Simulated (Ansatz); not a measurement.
# GaN: the cost of one run

Method: DFT PBE, scalar-relativistic, plane waves, PAW, in Ansatz 0.2.0.

## Step 1: The starting structure

Symmetry: Fm-3m, No. 225, cubic system. Conventional cell: a = 4.270 Å, b = 4.270 Å, c = 4.270 Å, α = 90.00°, β = 90.00°, γ = 90.00°. Around Ga (site symmetry m-3m) lie 6 N at 2.14 Å. N (site symmetry m-3m) is surrounded by 6 Ga at 2.14 Å.

Structure file:

```
CELL_PARAMETERS angstrom
0.00000 2.13524 2.13524
2.13524 0.00000 2.13524
2.13524 2.13524 0.00000
ATOMIC_POSITIONS crystal
Ga 0.00000 0.00000 0.00000
N 0.50000 0.50000 0.50000
```

It goes back to an entry of the Materials Project, which need not be the stable form.

No relaxation comes first: the listed cell is the starting point.

## Step 2: Zero of energy

The reference gives a free energy of -4166.9631 eV, pressure -0.33 GPa, largest force 0.000 eV/Å and gap on the mesh 0.41 eV. It was computed beforehand with the settings of the runs below.

## Step 3: Next: energy and stress against strain

The cell is strained by ε times the Voigt pattern (0, 0, 0, 1, 0, 0) (xx, yy, zz, yz, xz, xy; engineering shear), with fractional coordinates fixed (clamped ions). The stress on the pattern is the sum of the stress components weighted by it, tension positive.

## Step 4: Point ε = -0.0600

Contents of input.yaml:

```yaml
crystal:
  lattice:
    - [0.0, 2.07117795, 2.07117795]
    - [2.135235, -0.06405705, 2.135235]
    - [2.135235, 2.135235, -0.06405705]
  atoms:
    - { symbol: Ga, position: [0.0, 0.0, 0.0] }
    - { symbol: "N", position: [0.5, 0.5, 0.5] }
basis:
  ecutwfc: 420
kpoints:
  mp_grid: { grid: [14, 14, 14] }
hamiltonian:
  xc: pbe
scf:
  occupations: { method: gaussian, width: 0.05 }
output:
  forces: true
  stress: true
  eigenvalues: true
```

**Question.** How long does this run take on 1 thread of an x86-64 CPU, shared host, and how much memory does it need?

About 8.4 s, with a peak of 0.45 GiB.
